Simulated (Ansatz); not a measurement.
**Bands of CdTe**

```yaml
crystal:
  lattice:
    - [3.06529, -3.09461, 0.00000]
    - [3.06529, 3.09461, 0.00000]
    - [0.00000, 0.00000, 6.09065]
  atoms:
    - { symbol: Cd, position: [0.27703, 0.72297, 0.75000] }
    - { symbol: Cd, position: [0.72297, 0.27703, 0.25000] }
    - { symbol: Te, position: [0.76614, 0.23386, 0.75000] }
    - { symbol: Te, position: [0.23386, 0.76614, 0.25000] }
```

Atom numbers follow the list: Cd1, Cd2, Te3, Te4.

The cell is the one relaxed in the Materials Project (mp-1066480), not relaxed further here; entries there can be hypothetical.

Spin–orbit coupling is left out, though it moves levels of the heavy atoms by tenths of an eV or more.

These are results of DFT, PBE, all-electron LAPW, scalar-relativistic in Ansatz 0.2.0, not measurements.

Settings: a Γ-centred 9×9×6 k mesh, Fermi–Dirac smearing of 0.05 eV, basis error target 1 meV/atom, no spin polarisation.

Points in fractions of the reciprocal vectors of this cell: Γ (0, 0, 0), Y (-0.5, 0.5, 0), C0 (-0.495, 0.505, 0), Σ0 (0.495, 0.495, 0), Z (0, 0, 0.5), A0 (0.495, 0.495, 0.5), E0 (-0.495, 0.505, 0.5), T (-0.5, 0.5, 0.5). The path joins them by straight lines in the order Γ–Y–C0–Σ0–Γ–Z–A0–E0–T; legs that retrace an earlier one aren't tabulated. Energies are in eV from the Fermi level.

Question: Is there a gap?

Answer: none: bands cross the Fermi level, a metal.

Question: List the levels between -14 and 4.5 eV at the symmetry points.

Answer: 
Γ: -11.47, -10.65, -8.26, -8.24, -8.23, -8.20, -8.20 (×2), -8.19, -8.09 (×2), -7.45, -3.95, -2.02, -1.98, -1.25, -0.45, -0.41, -0.35, 0.29, 4.30
Y: -10.67 (×2), -8.26 (×2), -8.19, -8.18, -8.09 (×2), -8.08 (×2), -7.49, -7.46, -3.98, -3.96, -1.99, -1.97, -1.93, -1.92, -1.21, -1.15, 4.19, 4.37
C0: -10.67 (×2), -8.26 (×2), -8.19, -8.18, -8.09 (×2), -8.08 (×2), -7.49, -7.46, -3.98, -3.95, -1.99, -1.97, -1.94, -1.92, -1.21, -1.14, 4.19, 4.38
Σ0: -10.67 (×2), -8.26 (×2), -8.19, -8.18, -8.09 (×2), -8.08 (×2), -7.49, -7.46, -3.98, -3.95, -1.99, -1.97, -1.94, -1.92, -1.21, -1.14, 4.19, 4.38
Z: -10.96 (×2), -8.25 (×2), -8.23 (×2), -8.22 (×2), -8.15 (×4), -2.82 (×2), -1.28 (×2), -1.23 (×2), 1.65 (×2)
A0: -10.53 (×2), -8.31 (×2), -8.19 (×4), -8.08 (×2), -7.61 (×2), -3.33 (×2), -3.09 (×2), -3.06 (×2), 2.39 (×2)
E0: -10.53 (×2), -8.31 (×2), -8.19 (×4), -8.08 (×2), -7.61 (×2), -3.33 (×2), -3.09 (×2), -3.06 (×2), 2.39 (×2)
T: -10.53 (×2), -8.31 (×2), -8.19 (×4), -8.08 (×2), -7.61 (×2), -3.32 (×2), -3.09 (×2), -3.07 (×2), 2.39 (×2)
